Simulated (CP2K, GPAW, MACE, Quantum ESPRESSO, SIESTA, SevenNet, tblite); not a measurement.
## Random fluorite-type (Ti, Sn, Zr)O2 solid solution (96 atoms): runs against a plane-wave reference

The cell holds 96 atoms: 12 Zr, 64 O, 12 Ti and 8 Sn. Its edges and angles: a = 9.966 Å, b = 9.966 Å, c = 9.966 Å, α = 90.0°, β = 90.0°, γ = 90.0°. Fluorite-type lattice (a = 4.983 Å, the mean of the end members), 2 x 2 x 2 cells, metal sites filled at random with 12 Ti, 8 Sn, 12 Zr; every coordinate displaced by a Gaussian of 0.05 Å. Then every atom was moved at random, 0.03 Å r.m.s. a Cartesian component.

Geometry: as built.

The reference, a calculation:

| Quantity | Value |
| --- | --- |
| method | Kohn-Sham DFT, PBE, SSSP efficiency 1.3.0 pseudopotentials, plane waves (Quantum ESPRESSO 7.5); sssp-pbe-1.3.0-efficiency, cutoffs 60/480 Ry, Γ point |
| r.m.s. force component | 1.104 eV/Å |
| longest force | 3.828 eV/Å |
| pressure | 9.851 GPa |
| gap (highest filled to lowest empty level) | 0.9189 eV |
| time | 26 min on 1 thread of Arm Neoverse V1, shared host |
| CPU time | 26 min |

Runs, in no order:
A. CP2K PBE, DZVP-MOLOPT-SR, 800/50 Ry, diagonalisation: Kohn-Sham DFT, PBE, GTH-PBE pseudopotentials, Gaussian and plane waves, DZVP-MOLOPT-SR-GTH, diagonalisation
B. tblite GFN1-xTB: GFN1-xTB tight binding, diagonalisation
C. SevenNet l3i5 potential: machine-learned interatomic potential SevenNet l3i5, trained on PBE(+U) plane-wave data
D. SIESTA PBE, DZP, shift 0.01 Ry, mesh 500 Ry: Kohn-Sham DFT, PBE, PseudoDojo 0.4.1 norm-conserving pseudopotentials (converted to PSML), numerical atomic orbitals (DZP), diagonalisation

**Question.** Rank the runs by how far their forces lie from the reference's, least first.

A, D, C, B.

| run | Δ force, r.m.s. (meV/Å) | share of r.m.s. force (%) | CPU time |
| --- | --- | --- | --- |
| A. CP2K PBE, DZVP-MOLOPT-SR, 800/50 Ry, diagonalisation | 77.9 | 7.06 | 15 min |
| D. SIESTA PBE, DZP, shift 0.01 Ry, mesh 500 Ry | 141 | 12.8 | 15 min |
| C. SevenNet l3i5 potential | 202 | 18.3 | 12 s |
| B. tblite GFN1-xTB | 530 | 48.1 | 9 s |

Periodic xTB results under one method name differ between programs and library versions. Machine-learned potentials mimic data converged in k, so the reference's own k-point error enters their differences. The runs have no spin polarisation, so any moments at edges, vacancies or dangling bonds can't form. The electronic-structure runs sample only Γ, in a cell whose shortest periodic width is 10 Å.

[Hosts, paths, dates, database ids (printed as entryN), source tags and the programs' standing remarks are cut or masked in the printed files.]
